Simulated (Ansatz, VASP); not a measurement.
# AlN in VASP and in Ansatz

Contents of INCAR:

```
PREC = Accurate ; ENCUT = 520
EDIFF = 1E-6 ; ISMEAR = -1
SIGMA = 0.02 ; LREAL = F
LASPH = T ; NELM = 100
ALGO = Normal ; ISIF = 2
LWAVE = F ; LCHARG = F
GGA = PS ; IVDW = 12
NBANDS = 16
```

Contents of KPOINTS:

```
regular mesh
0
Gamma
  6 6 4
```

The input POSCAR:

```
AlN
1.0
    3.3121200000      0.0000000000      0.0000000000
   -1.6560600000      2.8683800000      0.0000000000
    0.0000000000      0.0000000000      4.1875600000
Al N
2 2
Direct
    0.3333333333      0.6666666667      0.7500000000
    0.6666666667      0.3333333333      0.2500000000
    0.3333333333      0.6666666667      0.2500000000
    0.6666666667      0.3333333333      0.7500000000
```

Input for Ansatz:

```yaml
crystal:
  lattice:
    - [3.31212, 0.0, 0.0]
    - [-1.65606, 2.86838, 0.0]
    - [0.0, 0.0, 4.18756]
  atoms:
    - { symbol: Al, position: [0.3333333333333333, 0.6666666666666666, 0.75] }
    - { symbol: Al, position: [0.6666666666666666, 0.3333333333333333, 0.25] }
    - { symbol: "N", position: [0.3333333333333333, 0.6666666666666666, 0.25] }
    - { symbol: "N", position: [0.6666666666666666, 0.3333333333333333, 0.75] }
basis:
  ecutwfc: 420.0
kpoints:
  mp_grid:
    grid: [6, 6, 4]
hamiltonian:
  xc: pbesol
  dispersion: d3bj
  pseudopotentials:
    kind: paw
scf:
  convergence:
    dr2_threshold: 1.0e-08
  occupations:
    method: fermi_dirac
    width: 0.02
```

Measurements of this composition are mostly on another form, of space group No. 186.

Alike in both runs: task single point; functional PBEsol; dispersion D3(BJ); k mesh 6 × 6 × 4; occupations fermi-dirac, width 0.02 eV; no spin polarisation.

```csv
,VASP,Ansatz
version,VASP 6.6.1,Ansatz 0.2.0
potentials or method,"VASP PAW PBE potentials, release 64 (Al, N)","plane waves, PAW"
plane-wave cutoff (eV),520,420
valence electrons in the cell,16,16
```

```csv
,VASP,Ansatz,Ansatz less VASP
dispersion energy (meV/atom),-237.6,-237.7,-0.06
```
